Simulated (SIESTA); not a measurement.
NaH in SIESTA: the effect of strain zz

NaH:

```
CELL_PARAMETERS angstrom
0.00000 2.44000 2.34240
2.44000 0.00000 2.34240
2.44000 2.44000 0.00000
ATOMIC_POSITIONS crystal
Na 0.00000 0.00000 0.00000
H 0.50000 0.50000 0.50000
```

The cell isn't the ideal one: cell strained along z.

Alike in all runs:

* Program: SIESTA 5.4.2
* Task: band structure
* Functional: PBE
* Potentials or basis: PseudoDojo 0.4 standard (PBE files)
* Basis: DZP (energy shift 0.003 Ry; two zetas on semicore shells)
* Grid cutoff: 800 Ry
* Energy shift: 0.003 Ry
* k mesh: 9 × 9 × 9
* Occupations: fermi-dirac, width 0.05 eV
* Spin: no spin polarisation

| strain zz | pressure (GPa) |
| --- | --- |
| -0.04 | ? |
| -0.02 | 0.1 |
| -0.01 | -0.1 |
| 0 | -0.3 |
| 0.01 | -0.5 |
| 0.02 | -0.7 |
| 0.04 | -1.1 |

Task: What does the run with strain zz -0.04 give?

Result: Pressure 0.7 GPa.

Worked out: A straight line through the other rows of the pressure, of slope -20 GPa per unit of strain zz, extrapolates to 0.5 GPa, against the run's 0.7.

Caveats: the basis of atomic orbitals isn't converged, which shifts pressures, moduli and gaps.
